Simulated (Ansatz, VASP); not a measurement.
# B26P27 (V_B) in two plane-wave programs

Aim: how closely do two programs agree when they are given the same cell, functional and k mesh? The cell is taken from a series of runs on this material, whose earlier steps may have relaxed, scaled, displaced or heated it; both programs get it as it stands.

Main program and level: Ansatz 0.2.0; plane waves, with VASP 6.6.1 beside it; single point at r2SCAN.

### 1. Starting point

The cell holds 53 atoms: 26 B and 27 P. Cell: a = 9.767 Å, b = 9.767 Å, c = 9.767 Å, α = 60.0°, β = 60.0°, γ = 60.0°. It derives from BP (BP (F-43m)). Nearest the centre at fractional (0.667, 0.333, 0.667): P37 at 1.97 Å, P40 at 1.97 Å, P38 at 1.98 Å, P46 at 1.98 Å, B13 at 3.23 Å, B5 at 3.23 Å, B18 at 3.24 Å, B26 at 3.24 Å. The cell carries charge −3.

Coordinates:

```xyz
53
Lattice="0.0000 6.9066 6.9066 6.9066 0.0000 6.9066 6.9066 6.9066 0.0000" Properties=species:S:1:pos:R:3 pbc="T T T"
B     6.8993    0.0041    6.9033
B     9.2058    2.3045    6.9024
B     4.6068    4.6008    0.0113
B     2.2921    0.0137    2.2959
B     4.6153    9.2270    9.1857
B     6.8766    4.6099    2.2953
B     4.5965    0.0125    4.6004
B     6.9015    9.2127   11.5015
B     9.1987    4.6026    4.6036
B    13.8053    9.2112    9.2094
B     9.2004    4.6084    9.2040
B    11.5005    6.9066    9.2071
B     9.1821    9.2274    4.6186
B     4.5936    4.6097    4.5974
B     6.8602    6.9085    4.6049
B    11.4977    9.2127    6.9052
B     6.8977    4.6085    6.9015
B     9.1908    6.9120    6.9237
B     6.9147   11.5081    4.6097
B     9.2035    6.9066   11.5041
B     4.6015    9.1718    4.6051
B     2.2915    4.6097    6.8797
B     4.6012    6.9086    6.8637
B    11.5063   11.5090    9.2023
B     6.9200    6.9115    9.1953
B     9.1961    9.1812    9.2001
P     3.4431    3.4461    3.4469
P     5.7587    5.7573    3.4476
P     8.0385    8.0574    3.4612
P     5.7427    3.4532    5.7465
P     8.0410    5.7651    5.7472
P    10.3384    8.0607    5.7524
P     8.0482    3.4496    8.0520
P    10.3486    5.7552    8.0437
P    12.6479    8.0581    8.0555
P     3.4439    5.7571    5.7627
P     5.7678    8.0700    5.7715
P     8.0338   10.3731    5.7768
P     5.7434    5.7650    8.0448
P     8.0405    8.0682    8.0454
P    10.3398   10.3583    8.0513
P     8.0396    5.7553   10.3525
P    10.3509    8.0721   10.3548
P    12.6483   10.3543   10.3673
P     3.4576    8.0573    8.0421
P     5.7732   10.3732    8.0386
P     8.0487   12.6609    8.0524
P     5.7485    8.0604   10.3426
P     8.0478   10.3583   10.3441
P    10.3498   12.6610   10.3537
P     8.0518    8.0582   12.6516
P    10.3638   10.3540   12.6520
P    12.6517   12.6597   12.6551
```

### 2. Ansatz: single point, r2SCAN

Ansatz runs on its PAW soft_1 files.

With cell and atoms fixed, the geometry can't cause a difference; cores, projectors, grids and the points listed under the comparison can.

The input, input.yaml:

```yaml
crystal:
  checkpoint: "../qm3_M2.relax.run"
  host: checkpoint
total_charge: -3
basis:
  ecutwfc: 500
  xc_grid: 2
hamiltonian:
  xc: r2scan
  pseudopotentials: { kind: paw, azcp: { folder: soft_1 } }
kpoints:
  mp_grid: { grid: [2, 2, 2], shift: [0.5, 0.5, 0.5] }
magnetization:
  spin_polarized: true
  initial_magnetization: 2
  spin_locking: { lock_magnetization: hard }
scf:
  occupations: { method: fixed }
  max_iter: 100
output:
  forces: true
  eigenvalues: true
  charged_corrections:
    epsilon: 9.31
    static_epsilon: 9.42
    defect_position: [0.666667, 0.333333, 0.666667]
  eigenstates: { localisation: true }
  populations: true
  efg: {}
checkpoint:
  read: "../qm3_M2.relax.run"
  write: "../qm3_M2.point.run"
  compress: false
  write_wavefunctions: false
  write_every: 100000
```

On the command line:

```bash
> ansatz run input.yaml --threads 4 --pin off --max-ram 7536MiB --backend cpu --events-out ev --progress --plain --runs-dir out
```

Numbers of over 12 decimals in the logs are rounded to 6 here.

Log:

```text
Warning: This run holds its total moment fixed (magnetization.spin_locking.lock_magnetization: hard) and mixes its density by anderson or broyden (scf.mixing.algorithm, typed or taken by auto). Slabs with a fixed moment have converged under broyden above another state at the same moment, at the default mixing steps and at smaller ones, and under scf.lower_state_search: standard, light or off a state that such a mixer [...]
crystal.checkpoint: the structure is that of <dir>, a `relax` run, at its step 7: its result, under r2scan at a charge of -3 e; 53 atoms read, 0 with a starting moment; crystal.structure_sha256 for this input is
Engine: ansatz 0.2.0, aarch64-unknown-linux-gnu
Pseudopotentials: kind: paw
Pseudopotential: B, paw, valence charge 3, recommended cutoff 500 eV (meta_gga), soft_1/B.paw.azcp
Pseudopotential: P, paw, valence charge 5, recommended cutoff 500 eV (meta_gga), soft_1/P.paw.azcp
Functional definition: r2SCAN
  parameter k0 = 0.174
  parameter k1 = 0.065
  parameter a1 = 4.9479
  exchange = r2scan_x(k0 = k0, k1 = k1, a1 = a1)
  correlation = r2scan_c
Crystal: 53 atoms, lattice volume = 658.912 Å³
Basis set: ecut = 500 eV, 16625 PW (Γ), exchange–correlation on 144×144×144 points (8 copies of the dense FFT grid, shifted against one another)
Bands: 162, of which v1, the nominal top of the filled ones, is band 108 counted from 1 (107 counted from 0)
Symmetry: 1 space group operations
Space group: P1 (ITA 1), of the structure as read, at distance tolerance 8.7e-5 Å
Magnetic group: BNS 1.1 (UNI 1), of the structure as read, at distance tolerance 8.7e-5 Å
k-points: 4 of 8 (time reversal used)
Non-local potential: B, projectors of the file, l = 0: 2, l = 1: 2, l = 2: 1
Non-local potential: P, projectors of the file, l = 0: 2, l = 1: 2, l = 2: 1
PAW form: soft (Blöchl's): semilocal exchange-correlation on the pseudo side does not see the compensation charge
PAW frozen core: B, regenerated for the run's functional (the file was generated under x = pbe(κ = 0.804, μ = 0.219515), c = pbe(β = 0.066725))
PAW frozen core: P, regenerated for the run's functional (the file was generated under x = pbe(κ = 0.804, μ = 0.219515), c = pbe(β = 0.066725))
PAW one-centre angular grid: B, 302 points (default); XC on 223 of its mesh's 2233 points in the sphere
PAW one-centre angular grid: P, 302 points (default); XC on 160 Gauss nodes
Initial density: read from a saved state, or passed on in memory by an earlier SCF of this step, an earlier step, the calling program or the single point that the run made first
Stability of the state it starts from, as read at its close in the collinear treatment: not read, because the mixer in use, unlike msr1, does not test its closes by its own steps (another_mixer); its run was given moments
Starting moments: Σ|m| = 2 μB on 53 of 53 sites; this step starts from the density that it was given
Initial wavefunctions: those read from a saved state, or passed on in memory by an earlier step or the calling program
Functional: x = r2scan, c = r2scan; τ floored in thin density (d = 2e-4 eV/Å³)
SCF iter   1: F=—  HF=-24560.767518 eV  |F-HF|=—  |Δ(HF+E_count)|=         —  Δρ=3.16e-7 (↑2.97e-7 ↓3.16e-7)  dr2=2.46e-9  dr2_τ=8.01e-12  dr2_m=1.43e-11  M=2.000 μB ∫|m|=2.026 μB  β_m=1.20  ethr=3.62e-12  ⟨swp⟩=3.5  Hψ=3062  notcnv=0
preconditioner: auto → Resta (q_TF=auto, 2.265 Å⁻¹)  ε∞=4.7  [insulator: Δε(μ)=0.029 eV  Ē_g=11.046 eV  n_scr=136 (ndim 8)  ℏωp=21.3 eV  f_vac=0.000  ε∞_Penn≈4.7]
spin=Collinear: Resta preconditioning applied to the charge; magnetization (m = ρ↑ − ρ↓) channel mixes plain (no charge-response kernel on spin).
SCF iter   2: F=-24560.767518 eV  HF=-24560.767518 eV  |F-HF|=8.77e-10  |Δ(HF+E_count)|=  6.69e-10  Δρ=2.38e-7 (↑2.34e-7 ↓2.38e-7)  dr2=1.42e-9  dr2_τ=4.85e-12  dr2_m=6.87e-12  M=2.000 μB ∫|m|=2.026 μB  ethr=1.14e-12  ⟨swp⟩=2.0  Hψ=1742  notcnv=0
SCF 1 converged in 2 iterations: F = -24560.767518 eV  dr2 = 1.42e-9
  greatest PAW one-centre occupation: 0.788 electrons in one spin orbital (limit 2), on the P atom at site 39 (counted from 0), in its partial waves of l = 0
this state was not tested for a lower state beside it, because the mixer in use, unlike msr1, does not test its closes by its own steps (another_mixer; see scf.mixing.algorithm and scf.lower_state_search)
SCF converged after 2 iterations
Magnetization: 2.0000 μB (109.0000 up, 107.0000 down)
Absolute magnetization: 2.0277 μB (∫|ρ↑−ρ↓|, with the PAW one-centre terms)
[...]
atom  53  P  V_zz =    +0.630319   η = 0.2538   by run symmetry: allowed
            electrostatic potential = -1494.130430 V   contact ρ = 16084.992929 e/Å³   contact ρ_s (e/Å³): all electrons +0.175566, valence +0.172495
--- Charged-cell corrections in eV (Makov–Payne, q = -3.000 e, ε = 9.310 of the electrons, 9.420 with the ions) ---
  F (periodic)     = -24560.767518  (uncorrected; the corrections below are reported, never added to it)
  E_corr1          = +2.310176  (monopole, q²α_M/2εL)
  F Makov-Payne    = n/a  (the rows are of the electrons' constant alone; ansatz place-levels tells what screens the charge)
  no potential alignment in this run, which stands beside a crystal: run the host's input off ansatz write-host-input, and read the two finished runs by ansatz place-levels (neither reads a slab, a wire or a sheet, whose cell leaves a vacuum)
--- Band table (eV; the first three rows and the last of 8) ---
  k-point 0 ↑: bands = [... 104 lower, 7.8356, 8.8191, 9.1098, 9.1670, 10.2456, 10.2741, 10.3101, 10.5269, ... 50 higher]
  k-point 1 ↑: bands = [... 104 lower, 7.5971, 7.9692, 8.9299, 9.0345, 10.2017, 11.0168, 11.0873, 11.1170, ... 50 higher]
  k-point 2 ↑: bands = [... 104 lower, 7.6006, 8.0248, 8.9138, 9.0238, 10.1939, 11.0109, 11.0819, 11.1251, ... 50 higher]
  k-point 3 ↓: bands = [... 104 lower, 7.6546, 8.3761, 9.1572, 9.3558, 10.2810, 11.0619, 11.1466, 11.1650, ... 50 higher]
--- Löwdin populations: 53 sites ---
  site symbol       q [e]    m [muB]
     0      B      3.6388     0.0238
     1      P      4.3829     0.0425
     2      B      3.6339     0.0194
     3      P      4.3627     0.0348
     4      B      3.6332     0.0202
     5      P      4.3800     0.0135
     6      B      3.6432     0.0232
     7      P      4.3816     0.0225
     8      B      3.6253     0.0337
     9      P      4.3802     0.0139
    10      B      3.6454     0.0097
    11      P      4.3772     0.0133
    12      B      3.6406     0.0141
    13      P      4.3800     0.0184
    14      B      3.6351     0.0184
    15      P      4.3694     0.0411
    16      B      3.6410     0.0194
    17      P      4.3785     0.0222
    18      B      3.6338     0.0192
    19      P      4.3626     0.0344
    20      B      3.6326     0.0121
    21      P      4.7940     0.0133
    22      B      3.6334     0.0159
    23      P      4.6677     0.2736
[...]
45      P      4.3798     0.0193
    46      P      4.3843     0.0181
    47      B      3.6410     0.0196
    48      P      4.3786     0.0223
    49      B      3.6318     0.0283
    50      P      4.3813     0.0164
    51      B      3.6437     0.0161
    52      P      4.3782     0.0156
  spilling = 0.009124 (of n_electrons = 216.000000)
```

### 3. VASP: single point, r2SCAN

The same cell, functional and mesh now go to VASP, with its own data sets.

Lines of VASP's logs that name or quote its potential files are left out, and so is its time.

The input, INCAR:

```
SYSTEM = B26P27
PREC = Accurate
ENCUT = 460
EDIFF = 1E-06
NELM = 200
ISMEAR = 0
SIGMA = 0.01
LREAL = Auto
ALGO = Normal
METAGGA = R2SCAN
LASPH = .TRUE.
NELECT = 216
NBANDS = 152
ISPIN = 2
MAGMOM = 0.01 0.01 0.01 0.01 0.02 0.01 0 0.01 0.01 0.01 0 0.01 0.02 0.01 0.01 0.01 0.01 0.02 0.01 0.01 0.01 0.01 0.01 0.01 0.02 0.01 0.02 0.01 0 0.01 0.01 0 0.01 0.02 0.01 0.01 0.01 0.1 0.01 0.07 0.01 0.02 0.01 0.01 0 0.1 0.01 0 0.01 0.01 0.01 0.01 0.01
LORBIT = 11
LWAVE = .FALSE.
LCHARG = .FALSE.
ISIF = 2
ISYM = 0
NUPDOWN = 2
GGA_COMPAT = .FALSE.
LMIXTAU = .TRUE.
KPAR = 4
```

The input, POSCAR:

```
B26P27
1.0
    0.0000000000      6.9066245691      6.9066245691
    6.9066245691      0.0000000000      6.9066245691
    6.9066245691      6.9066245691      0.0000000000
B P
26 27
Direct
    0.0005845800      0.9989298298      0.0000134753
    0.0000802540      0.9993140976      0.3335781939
    0.0003860116      0.0012527136      0.6657609750
    0.0012596085      0.3311570134      0.0007192949
    0.9988479550      0.3311354369      0.3371136656
    0.0020683545      0.3302709452      0.6653883643
    0.0011912211      0.6648982006      0.0006249487
    0.9999598982      0.6653316263      0.3339324174
    0.0005461370      0.6660063096      0.6658565228
    0.3341209488      0.9992901162      0.9995523164
    0.3338816201      0.9987459549      0.3333602554
    0.3339721785      0.9991172192      0.6660194919
    0.3376356683      0.3310815602      0.9983806410
    0.3339941442      0.3316599929      0.3334386835
    0.3368659222      0.3298713981      0.6634084459
    0.3344784025      0.6653189448      0.9994101977
    0.3339039031      0.6653576733      0.3333488223
    0.3362679573      0.6662109504      0.6645101661
    0.6662562005      0.0011822783      0.9999893310
    0.6665455163      0.9991186926      0.3334458580
    0.6642457987      0.0025233324      0.6637278499
    0.6658779945      0.3302223941      0.0015589927
    0.6639292315      0.3298511701      0.3363522541
    0.6663888165      0.6659975412      0.9999771665
    0.6650700229      0.6662995052      0.3356342602
    0.6649572508      0.6671134235      0.6643783451
    0.2497535446      0.2493126846      0.2492043659
    0.2494847531      0.2496889477      0.5841045932
    0.2519380217      0.2492080488      0.9146755361
    0.2502633580      0.5817572152      0.2497161344
    0.2513012100      0.5808298079      0.5834179664
    0.2515458065      0.5813300383      0.9155481747
    0.2500090651      0.9158329602      0.2494515994
    0.2497859833      0.9148482624      0.5835059791
    0.2509006635      0.9154498475      0.9158177635
    0.5846503149      0.2497236794      0.2489096728
    0.5844835749      0.2511564320      0.5839534668
    0.5875617625      0.2488574407      0.9143408251
    0.5839619214      0.5808348159      0.2507420413
    0.5844423706      0.5804435502      0.5837350731
    0.5842044404      0.5815274618      0.9155622378
    0.5840937880      0.9148296539      0.2492056357
    0.5846553218      0.9145983135      0.5840898608
    0.5844568773      0.9166128448      0.9147231072
    0.9151945196      0.2492084906      0.2514147736
    0.9149622758      0.2489394595      0.5869545309
    0.9168445628      0.2490484008      0.9163131438
    0.9161189759      0.5813748781      0.2509372413
    0.9161238386      0.5815859265      0.5836438686
    0.9168671732      0.5822313791      0.9162937460
    0.9163649496      0.9154345720      0.2503730300
    0.9152308957      0.9166397171      0.5839159797
    0.9167398569      0.9155719771      0.9162447242
```

The input, KPOINTS:

```
Points of the shifted mesh
8
Reciprocal
 0.2500000000  0.2500000000  0.2500000000 1
 0.2500000000  0.2500000000  0.7500000000 1
 0.2500000000  0.7500000000  0.2500000000 1
 0.2500000000  0.7500000000  0.7500000000 1
 0.7500000000  0.2500000000  0.2500000000 1
 0.7500000000  0.2500000000  0.7500000000 1
 0.7500000000  0.7500000000  0.2500000000 1
 0.7500000000  0.7500000000  0.7500000000 1
```

PAW data sets: B and P (PBE family, release 64).

On the command line:

```bash
> mpirun -np 8 vasp_std
```

Log:

```text
[banner, memory and clock lines left out]
running    8 mpi-ranks, on    1 nodes
[...]
|                                                                             |
|           W    W    AA    RRRRR   N    N  II  N    N   GGGG   !!!           |
|           W    W   A  A   R    R  NN   N  II  NN   N  G    G  !!!           |
|           W    W  A    A  R    R  N N  N  II  N N  N  G       !!!           |
|           W WW W  AAAAAA  RRRRR   N  N N  II  N  N N  G  GGG   !            |
|           WW  WW  A    A  R   R   N   NN  II  N   NN  G    G                |
|           W    W  A    A  R    R  N    N  II  N    N   GGGG   !!!           |
|                                                                             |
|     For optimal performance we recommend to set                             |
|       NCORE = 2 up to number-of-cores-per-socket                            |
|     NCORE specifies how many cores store one orbital (NPAR=cpu/NCORE).      |
|     This setting can greatly improve the performance of VASP for DFT.       |
[...]
DAV:   5    -0.481967319276E+03   -0.36961E-01   -0.36859E-01  6064   0.118E+00BRMIX: very serious problems
 the old and the new charge density differ
 old charge density:   213.00000 new  216.00000
BRMIX: very serious problems
 the old and the new charge density differ
 old charge density:   213.00000 new  216.00000
BRMIX: very serious problems
 the old and the new charge density differ
 old charge density:   213.00000 new  216.00000
BRMIX: very serious problems
 the old and the new charge density differ
 old charge density:   213.00000 new  216.00000
    0.384E+01
DAV:   6    -0.452900510566E+03    0.29067E+02   -0.24925E+01  5576   0.105E+01    0.237E+01
DAV:   7    -0.424868860414E+03    0.28032E+02   -0.64309E+00  5936   0.600E+00    0.541E+00
DAV:   8    -0.430460701566E+03   -0.55918E+01   -0.94895E+00  5304   0.729E+00    0.277E+00
DAV:   9    -0.431795100133E+03   -0.13344E+01   -0.94570E-01  5472   0.276E+00    0.194E+00
[...]
DAV:  18    -0.431820845522E+03   -0.44520E-05   -0.37010E-06  4840   0.552E-03    0.298E-03
DAV:  19    -0.431820851070E+03   -0.55477E-05   -0.13723E-06  3552   0.412E-03    0.159E-03
DAV:  20    -0.431820851182E+03   -0.11262E-06   -0.14813E-07  2904   0.101E-03
   1 F= -.43182085E+03 E0= -.43182072E+03  d E =-.256990E-03  mag=     2.0000
```

OUTCAR, selected parts (step 3):

```text
  FREE ENERGIE OF THE ION-ELECTRON SYSTEM (eV)
  ---------------------------------------------------
  free  energy   TOTEN  =      -431.8208511822 eV

  energy  without entropy=     -431.8205941922  energy(sigma->0) =     -431.82072269

 magnetization (x)
# of ion       s       p       d       tot
------------------------------------------
    1        0.007   0.001   0.000   0.008
    2        0.005   0.002   0.000   0.006
    3        0.004   0.016   0.000   0.020
    4        0.006   0.003   0.000   0.009
    5        0.004   0.016   0.000   0.021
    6        0.003   0.001   0.000   0.004
    7        0.003   0.002   0.000   0.005
    8        0.004   0.001   0.000   0.005
    9        0.004   0.003   0.000   0.007
   10        0.004   0.002   0.000   0.006
   11        0.002   0.001   0.000   0.004
   12        0.003   0.001   0.000   0.005
   13        0.005   0.018   0.000   0.023
[...]
--------------------------------------------------
tot          0.222   0.629   0.000   0.851

[... 1 further part left out ...]
```

The run ends at a pressure of 0.80 GPa, with forces up to 0.17 eV/Å.

### 4. Comparison

Known differences besides the potentials themselves: VASP starts from the moments at which Ansatz ended; VASP keeps PBE cores, Ansatz makes them for the functional; fixed occupations in Ansatz, narrow Gaussian smearing in VASP; the cutoff is 500 eV in Ansatz and 460 eV in VASP (PREC = Accurate, projectors in real space); site moments are counted in spheres of each program's own size. Total energies have different zeros and are not compared.

The two programs side by side:

```csv
quantity,Ansatz,VASP,difference
"total moment, fixed by the input (μB)",2.00,2.00,0.00
moment on P46 (μB),0.10,0.16,-0.06
moment on P40 (μB),0.07,0.12,-0.05
moment on P38 (μB),0.10,0.12,-0.02
```

Forces on 7 of the 53 atoms, those with the largest forces and the largest differences (eV/Å; atoms numbered as in POSCAR):

```csv
atom,"Ansatz x, y, z","VASP x, y, z"
B18,"0.001, -0.002, 0.001","-0.059, 0.075, -0.095"
B19,"-0.002, -0.002, 0.001","0.072, 0.037, -0.050"
P34,"0.001, 0.001, -0.002","0.022, -0.043, 0.114"
P37,"-0.001, 0.000, -0.001","-0.039, 0.007, -0.061"
P38,"0.003, 0.000, -0.002","-0.025, -0.033, -0.061"
P40,"0.000, 0.001, -0.002","-0.071, 0.032, 0.147"
P46,"0.000, -0.001, -0.001","0.048, -0.087, 0.139"
```

The forces differ by 30 meV/Å r.m.s., where the r.m.s. force is 0.001 eV/Å in Ansatz and 0.030 eV/Å in VASP: the atoms lie near their places of rest in Ansatz, so a percentage would say little (all taken over all components). The cell carries a charge of -3 e against a uniform background, so its pressure also hangs on how the neutralising background is counted, and in a defect's cell a gap may be the spacing between its levels.

### 5. Summary of results

- r.m.s. force difference (single point, r2SCAN): 30 meV/Å

**Reading.** The r.m.s. force difference is 30 meV/Å (single point, r2SCAN), beyond the 12 meV/Å picked in this series as the mark of a large difference. What causes the difference of the single point, r2SCAN pair stays open here. Such differences can come from data sets, numerical settings and the points named under the comparisons, not from the functional's error against experiment.

[Lines on the potential files, build, host, timing and source positions are cut from VASP's logs without a mark.]

[Logs are printed without paths, hosts, clocks, repeated set-up lines and the standing remarks that a program may print on its own settings, such as how far it seeks lower states.]

[Hosts, paths, dates, database ids (printed as entryN), source tags and the programs' standing remarks are cut or masked in the printed files.]
